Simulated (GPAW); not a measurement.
# Bi2Se3 (Paraguanajuatite) (R-3m) in GPAW: a series of runs

Runs on Bi2Se3 (Paraguanajuatite). Level: PBE. Tasks: dielectric tensor.

Everything below comes from runs of GPAW 26.7.0. Logs are shortened: lines on timing, memory, paths and dates and some standing lists are left out, and cuts for length are marked. The log counts tension as positive stress, the text compression.

### Step 1. Starting point

The structure is trigonal, space group R-3m (No. 166). The conventional cell has a = 4.058 Å, b = 4.058 Å, c = 28.051 Å, α = 90.00°, β = 90.00°, γ = 120.00°. Bi (site symmetry 3m) has 6 Se at 2.79 to 3.01 Å as nearest neighbours. Se (site symmetry 3m) has 3 Bi at 2.79 Å as nearest neighbours. Around Se (site symmetry -3m) lie 6 Bi at 3.01 Å.

### Step 2. Dielectric tensor, PBE

Contents of run.py:

```python
import numpy as np
from ase import Atoms
from ase.dft.bandgap import bandgap
from ase.io import write
from gpaw import GPAW, PW
from gpaw.response.df import DielectricFunction

atoms = Atoms(['Bi', 'Bi', 'Se', 'Se', 'Se'],
              cell=[[2.0292126242, 1.1715664548, 9.3504759364],
                    [-2.0292126242, 1.1715664548, 9.3504759364],
                    [0.0, -2.3431329097, 9.3504759364]],
              scaled_positions=[[0.5992, 0.5992, 0.5992],
                                [0.4008, 0.4008, 0.4008],
                                [0.7883, 0.7883, 0.7883],
                                [0.2117, 0.2117, 0.2117],
                                [0.0, 0.0, 0.0]],
              pbc=True)

calc = GPAW(mode=PW(500),
            xc='PBE',
            kpts={'size': (6, 6, 6), 'gamma': True},
            occupations={'name': 'fermi-dirac', 'width': 0.001},
            nbands=39,
            convergence={'density': 1e-06},
            maxiter=150,
            txt='gpaw.txt')
atoms.calc = calc
energy = atoms.get_potential_energy()
calc.write('gs.gpw')
write('result.traj', atoms)
print(f'Energy: {energy:.6f} eV')
print('Fermi level:', round(calc.get_fermi_level(), 4), 'eV')
print(f'Gap: {bandgap(calc)[0]:.4f} eV, direct: {bandgap(calc, direct=True)[0]:.4f} eV')

for size in [(6, 6, 6)]:
    name = 'x'.join(str(n) for n in size)
    dense = calc.fixed_density(kpts={'size': size, 'gamma': True},
                               nbands=70, convergence={'bands': 64, 'eigenstates': 1e-7},
                               update_fermi_level=True, txt=f'dense-{name}.txt')
    dense.write(f'{name}.gpw', mode='all')
    df = DielectricFunction(f'{name}.gpw', frequencies=np.array([0.0]), hilbert=False, eta=0.001,
                            ecut=80, nbands=64, intraband=False, txt=f'df-{name}.txt')
    for xc in ['RPA']:
        for direction in ['x', 'y', 'z', [0, 1, 1], [1, 0, 1], [1, 1, 0]]:
            e0, e = df.get_macroscopic_dielectric_constant(xc=xc, direction=direction)
            print(f'{name} {xc} {direction}: {e0:.4f} without, {e:.4f} with local fields')
```

Potentials or basis: GPAW PAW data sets (gpaw-data 1.2.1), pw.

The run is started by

```bash
OMP_NUM_THREADS=1 python run.py
```

gpaw.txt:

```text
__  _  _
 | _ |_)|_||  |
 |__||  | ||/\| - 26.7.0

Input parameters:
  mode=PW(ecut=500.0),
  convergence={'density': 1e-06},
  kpts=MonkhorstPack(size=(6, 6, 6), gamma=True),
  maxiter=150,
  nbands=39,
  occupations=Occupations(name='fermi-dirac', width=0.001),
  xc=XC(name='PBE')

Diagonalizing LCAO Hamiltonian
Converting LCAO to pw mode

       Se

       Bi

       Bi

       Se

       Se

Atoms  # Å, Bohr magnetons
|   | symbol |         x |         y |         z |    initial magnetic moments |
|---|--------|-----------|-----------|-----------|-----------------------------|
| 0 |     Bi | -0.000000 | -0.000000 | 16.808416 | ( 0.0000,  0.0000,  0.0000) |
| 1 |     Bi |  0.000000 | -0.000000 | 11.243012 | ( 0.0000,  0.0000,  0.0000) |
| 2 |     Se | -0.000000 | -0.000000 | 22.112941 | ( 0.0000,  0.0000,  0.0000) |
| 3 |     Se |  0.000000 | -0.000000 |  5.938487 | ( 0.0000,  0.0000,  0.0000) |
| 4 |     Se |  0.000000 |  0.000000 |  0.000000 | ( 0.0000,  0.0000,  0.0000) |

Unit cell  # Å
| periodic |         x |         y |        z |  lengths |    angles |
|----------|-----------|-----------|----------|----------|-----------|
|      yes |  2.029213 |  1.171566 | 9.350476 | 9.639589 | 24.304273 |
|      yes | -2.029213 |  1.171566 | 9.350476 | 9.639589 | 24.304273 |
|      yes |  0.000000 | -2.343133 | 9.350476 | 9.639589 | 24.304273 |

Number of symmetries: 12
Symmetry operations  # r_c * U_cc + t_c -> r_c
|    | kind |            matrix            |
|----|------|------------------------------|
|  0 |  E   |  1, 0, 0,  0, 1, 0,  0, 0, 1 |
|  1 |  σ   |  1, 0, 0,  0, 0, 1,  0, 1, 0 |
|  2 |  σ   |  0, 1, 0,  1, 0, 0,  0, 0, 1 |
|  3 |  C3  |  0, 1, 0,  0, 0, 1,  1, 0, 0 |
|  4 |  C3  |  0, 0, 1,  1, 0, 0,  0, 1, 0 |
|  5 |  σ   |  0, 0, 1,  0, 1, 0,  1, 0, 0 |
|  6 |  C2  |  0, 0,-1,  0,-1, 0, -1, 0, 0 |
|  7 |  S6  |  0, 0,-1, -1, 0, 0,  0,-1, 0 |
|  8 |  S6  |  0,-1, 0,  0, 0,-1, -1, 0, 0 |
|  9 |  C2  |  0,-1, 0, -1, 0, 0,  0, 0,-1 |
| 10 |  C2  | -1, 0, 0,  0, 0,-1,  0,-1, 0 |
| 11 |  i   | -1, 0, 0,  0,-1, 0,  0, 0,-1 |

BZ-sampling:
  Number of BZ points: 216
  Number of IBZ points: 32

  Monkhorst-Pack size: [6, 6, 6]
  Monkhorst-Pack shift: [0.08333333333333333, 0.08333333333333333, 0.08333333333333333]

K-points  # in reciprocal-cell coordinates
|     |                                coordinates |     weight |
|-----|--------------------------------------------|------------|
|   0 | (  0.00000000,   0.00000000,   0.00000000) | 0.00462963 |
|   1 | (  0.16666667,   0.00000000,  -0.16666667) | 0.02777778 |
|   2 | (  0.16666667,   0.00000000,   0.00000000) | 0.02777778 |
|   3 | (  0.16666667,   0.16666667,  -0.16666667) | 0.02777778 |
|   4 | (  0.16666667,   0.16666667,   0.00000000) | 0.02777778 |
|   5 | (  0.16666667,   0.16666667,   0.16666667) | 0.00925926 |
|   6 | (  0.33333333,  -0.16666667,  -0.16666667) | 0.02777778 |
|   7 | (  0.33333333,   0.00000000,  -0.33333333) | 0.02777778 |
|   8 | (  0.33333333,   0.00000000,  -0.16666667) | 0.05555556 |
|   9 | (  0.33333333,   0.00000000,   0.00000000) | 0.02777778 |
| ... |                                            |            |
|  31 | (  0.50000000,   0.50000000,   0.50000000) | 0.00462963 |

Plane wave coefficients: 3421
Cutoff: 500.0 eV

Spin-components: 1 (collinear spins)
Bands:           39
Projectors:      27
Spin-degeneracy: 2
Datatype:        complex128

Parallelization:
  kpt:    1
  domain: 1
  band:   1

Density:
  Valence electrons: 48.0
  Components: 1
  Grid points: [50 50 50]
  Charge: 0.0  # |e|

Potential:
  Grid points: [50 50 50]

species:
  Bi:
    name:    Bismuth
    Z:       83.0
    valence: 15
    core:    68
    charge:  0.0  # [|e|]
    compensation charges:
      type: gauss
      rc: 0.38  # [Å]
      lmax: 2
    cutoffs:
      filter: 2.23  # [Å]
      core: 2.33  # [Å]
    projectors
    | kind |    occ | energy [eV] | rcut [Å] |
    |------|--------|-------------|----------|
    |   6s |  2.000 |     -14.385 |    1.286 |
    |   6p |  3.000 |      -4.580 |    1.275 |
    |   5d | 10.000 |     -27.119 |    1.349 |
    |    s |        |      12.827 |    1.286 |
    |    p |        |      22.631 |    1.275 |
    |    d |        |       0.093 |    1.349 |

    Using partial waves for Bi as LCAO basis

  Se:
    name:    Selenium
    Z:       34.0
    valence: 6
    core:    28
    charge:  0.0  # [|e|]
    compensation charges:
      type: gauss
      rc: 0.27  # [Å]
      lmax: 2
    cutoffs:
      filter: 1.77  # [Å]
      core: 2.67  # [Å]
    projectors
    | kind |    occ | energy [eV] | rcut [Å] |
    |------|--------|-------------|----------|
    |   4s |  2.000 |     -17.277 |    0.847 |
    |   4p |  4.000 |      -6.512 |    1.005 |
    |    s |        |       9.935 |    0.847 |
    |    p |        |      20.699 |    1.005 |
    |    d |        |       0.000 |    0.847 |

    Using partial waves for Se as LCAO basis

Reference energy: -1368007.362297  # eV

eigensolver:
  PPCG
  Converge bands: occupied
  niter=2

density mixing:
  MSR1-Mixer
  Pratt-step length: 0.05
  Maximum mixing coefficient: 0.75
  Old densities: 10
  SVD Regularization: 0.005
  Good broyden scale: 1.0
  Trust region scale: 1.0
  Backstep threshold: 4.0
  History deletion threshold: 6.0
  Fourier metric: weight=20.0, sigma=0.015

occupation numbers:
  Fermi-Dirac:
    width: 0.0010  # eV

poisson solver:
  ecut: 4000.0  # eV

xc functional:
  name: PBE with 2 nearest neighbor stencil

convergence criteria:
- Maximum integral of absolute [dens]ity change: 1e-06 electrons / valence electron
- Maximum [total energy] change in last 3 cyles: 0.0005 eV / valence electron
- Maximum integral of absolute [eigenst]ate change: 4e-08 eV^2 / valence electron
maximum number of iterations: 150

SCF iterations
|iter     | |      energy | eigst |  dens |
|---------|-|-------------|-------|-------|
|iter:   1| |  -21.947776 | +0.03 |       |
|iter:   2| |  -21.862637 | -1.99 | -1.19 |
|iter:   3| |  -21.552454 | -2.33 | -1.26 |
|iter:   4| |  -21.429904 | -3.08 | -1.57 |
|iter:   5| |  -21.424225 | -3.70 | -1.94 |
|iter:   6| |  -21.425227c| -4.22 | -2.31 |
|iter:   7| |  -21.425366c| -5.38 | -3.21 |
|iter:   8| |  -21.425391c| -6.05 | -3.78 |
|iter:   9| |  -21.425394c| -6.68 | -4.33 |
|iter:  10| |  -21.425394c| -8.64c| -4.90 |
|iter:  11| |  -21.425394c| -8.54c| -5.63 |
|iter:  12| |  -21.425394c| -9.37c| -6.36c|

Converged in 12 steps
Energy contributions relative to reference atoms: (reference = -1368007.362297)

Energy contributions:
  Kinetic:          82.409171
  Coulomb:         -76.137776
  Zero:             -3.160110
  External:          0.000000
  Xc:              -24.536679
  Entropy:          -0.000000
  Spinorbit:         0.000000
  ----------------------------
  Free energy:     -21.425394
  Extrapolated:    -21.425394

dipole moment: (-0.000000, 0.000000, -103.262263)  # |e|*Ang

Fermi level: 6.832
Eigenvalues  # (at kpt = [0.000, 0.000, 0.000])
| band index |      eig [eV] | occ [0-2] |
|------------|---------------|-----------|
|          0 |       -16.675 |     2.000 |
|        ... |               |           |
|         16 |         4.475 |     2.000 |
|         17 |         4.613 |     2.000 |
|         18 |         4.613 |     2.000 |
|         19 |         4.629 |     2.000 |
|         20 |         4.629 |     2.000 |
|         21 |         5.321 |     2.000 |
[... 8 lines left out ...]
|         30 |        12.417 |     0.000 |
|         31 |        13.615 |     0.000 |
|        ... |               |           |
|         38 |        15.423 |     0.000 |

Gap: 0.141 eV
Transition (v -> c):
  (s=0, k=0, n=23, [0.00, 0.00, 0.00]) -> (s=0, k=0, n=24, [0.00, 0.00, 0.00])
No difference between direct/indirect transitions
# Writing to gs.gpw (mode='')
```

Run time: 24 min. Hardware: 1 thread of Arm Neoverse V1, shared host; peak memory 0.98 GiB.

What came out:

```
Free energy                             : -21.4254 eV
Band gap on the k mesh                  : 0.14 eV, direct
Electronic dielectric tensor (diagonal) : 21.26, 21.26, 58.42
```

Electronic dielectric tensor:
```
21.26  0.00  0.00
 0.00 21.26  0.00
 0.00  0.00 58.42
```

Caveat: the gap is small at this level, which inflates the dielectric constant; the long-wavelength limit can be off by a per cent or two; spin-orbit coupling is left out, which as a rule narrows the gap of such compounds by several tenths of an eV; the program warned that so skewed a cell can give wrong results. PBE gaps usually lie below the measured ones, often by a third to a half.

### Step 3. Dielectric tensor, PBE

This run uses another cell than the first one, of 27.24 Å³/atom, 1.021 times its volume.

run.py, as its differences from that of step 2:

```diff
@@ -8,5 +8,5 @@
 atoms = Atoms(['Bi', 'Bi', 'Se', 'Se', 'Se'],
-              cell=[[2.0292126242, 1.1715664548, 9.3504759364],
-                    [-2.0292126242, 1.1715664548, 9.3504759364],
-                    [0.0, -2.3431329097, 9.3504759364]],
+              cell=[[2.0435033248, 1.1798171946, 9.416326528],
+                    [-2.0435033248, 1.1798171946, 9.416326528],
+                    [0.0, -2.3596343894, 9.416326528]],
               scaled_positions=[[0.5992, 0.5992, 0.5992],
```

Potentials or basis: GPAW PAW data sets (gpaw-data 1.2.1), pw.

The run is started by

```bash
OMP_NUM_THREADS=1 python run.py
```

gpaw.txt:

```text
__  _  _
 | _ |_)|_||  |
 |__||  | ||/\| - 26.7.0

Input parameters:
  mode=PW(ecut=500.0),
  convergence={'density': 1e-06},
  kpts=MonkhorstPack(size=(6, 6, 6), gamma=True),
  maxiter=150,
  nbands=39,
  occupations=Occupations(name='fermi-dirac', width=0.001),
  xc=XC(name='PBE')

Diagonalizing LCAO Hamiltonian
Converting LCAO to pw mode

       Se

       Bi

       Bi

       Se

       Se

Atoms  # Å, Bohr magnetons
|   | symbol |         x |         y |         z |    initial magnetic moments |
|---|--------|-----------|-----------|-----------|-----------------------------|
| 0 |     Bi |  0.000000 | -0.000000 | 16.926789 | ( 0.0000,  0.0000,  0.0000) |
| 1 |     Bi | -0.000000 | -0.000000 | 11.322191 | ( 0.0000,  0.0000,  0.0000) |
| 2 |     Se | -0.000000 | -0.000000 | 22.268671 | ( 0.0000,  0.0000,  0.0000) |
| 3 |     Se |  0.000000 | -0.000000 |  5.980309 | ( 0.0000,  0.0000,  0.0000) |
| 4 |     Se |  0.000000 |  0.000000 |  0.000000 | ( 0.0000,  0.0000,  0.0000) |

Unit cell  # Å
| periodic |         x |         y |        z |  lengths |    angles |
|----------|-----------|-----------|----------|----------|-----------|
|      yes |  2.043503 |  1.179817 | 9.416327 | 9.707475 | 24.304273 |
|      yes | -2.043503 |  1.179817 | 9.416327 | 9.707475 | 24.304273 |
|      yes |  0.000000 | -2.359634 | 9.416327 | 9.707475 | 24.304273 |

Number of symmetries: 12
Symmetry operations  # r_c * U_cc + t_c -> r_c
|    | kind |            matrix            |
[... 125 lines left out ...]
  Backstep threshold: 4.0
  History deletion threshold: 6.0
  Fourier metric: weight=20.0, sigma=0.015

occupation numbers:
  Fermi-Dirac:
    width: 0.0010  # eV

poisson solver:
  ecut: 4000.0  # eV

xc functional:
  name: PBE with 2 nearest neighbor stencil

convergence criteria:
- Maximum integral of absolute [dens]ity change: 1e-06 electrons / valence electron
- Maximum [total energy] change in last 3 cyles: 0.0005 eV / valence electron
- Maximum integral of absolute [eigenst]ate change: 4e-08 eV^2 / valence electron
maximum number of iterations: 150

SCF iterations
|iter     | |      energy | eigst |  dens |
|---------|-|-------------|-------|-------|
|iter:   1| |  -22.090733 | +0.01 |       |
|iter:   2| |  -21.987855 | -2.02 | -1.19 |
|iter:   3| |  -21.658406 | -2.33 | -1.25 |
|iter:   4| |  -21.541719 | -3.10 | -1.57 |
|iter:   5| |  -21.536515 | -3.73 | -1.93 |
|iter:   6| |  -21.537465c| -4.22 | -2.30 |
|iter:   7| |  -21.537591c| -5.41 | -3.26 |
|iter:   8| |  -21.537616c| -6.02 | -3.78 |
|iter:   9| |  -21.537618c| -6.74 | -4.36 |
|iter:  10| |  -21.537619c| -7.49c| -4.92 |
|iter:  11| |  -21.537618c| -8.59c| -5.60 |
|iter:  12| |  -21.537618c| -9.07c| -6.35c|

Converged in 12 steps
Energy contributions relative to reference atoms: (reference = -1368007.362297)

Energy contributions:
  Kinetic:          76.239552
  Coulomb:         -71.071387
  Zero:             -3.153972
  External:          0.000000
  Xc:              -23.551811
  Entropy:          -0.000000
  Spinorbit:         0.000000
  ----------------------------
  Free energy:     -21.537618
  Extrapolated:    -21.537618

dipole moment: (0.000000, 0.000000, -103.987904)  # |e|*Ang

Fermi level: 6.563
Eigenvalues  # (at kpt = [0.000, 0.000, 0.000])
| band index |      eig [eV] | occ [0-2] |
|------------|---------------|-----------|
|          0 |       -16.931 |     2.000 |
|        ... |               |           |
|         16 |         4.232 |     2.000 |
|         17 |         4.401 |     2.000 |
|         18 |         4.401 |     2.000 |
|         19 |         4.412 |     2.000 |
|         20 |         4.412 |     2.000 |
|         21 |         5.093 |     2.000 |
[... 8 lines left out ...]
|         30 |        12.173 |     0.000 |
|         31 |        13.362 |     0.000 |
|        ... |               |           |
|         38 |        15.093 |     0.000 |

Gap: 0.161 eV
Transition (v -> c):
  (s=0, k=0, n=23, [0.00, 0.00, 0.00]) -> (s=0, k=0, n=24, [0.00, 0.00, 0.00])
No difference between direct/indirect transitions
# Writing to gs.gpw (mode='')
```

Wall time 29 min (1 thread of Arm Neoverse V1, shared host); peak memory 1.1 GiB.

What came out:

| Quantity | Value |
| --- | --- |
| Free energy | -21.5376 eV |
| Band gap on the k mesh | 0.16 eV, direct |
| Electronic dielectric tensor (diagonal) | 21.04, 21.04, 45.31 |

Electronic dielectric tensor:
```
21.04  0.00  0.00
 0.00 21.04  0.00
 0.00  0.00 45.31
```

Caveat: the gap is small at this level, which inflates the dielectric constant; the long-wavelength limit can be off by a per cent or two; spin-orbit coupling is left out, which as a rule narrows the gap of such compounds by several tenths of an eV; the program warned that so skewed a cell can give wrong results. A k mesh can miss the band edges.

(Part 1 of 2 ends here.)
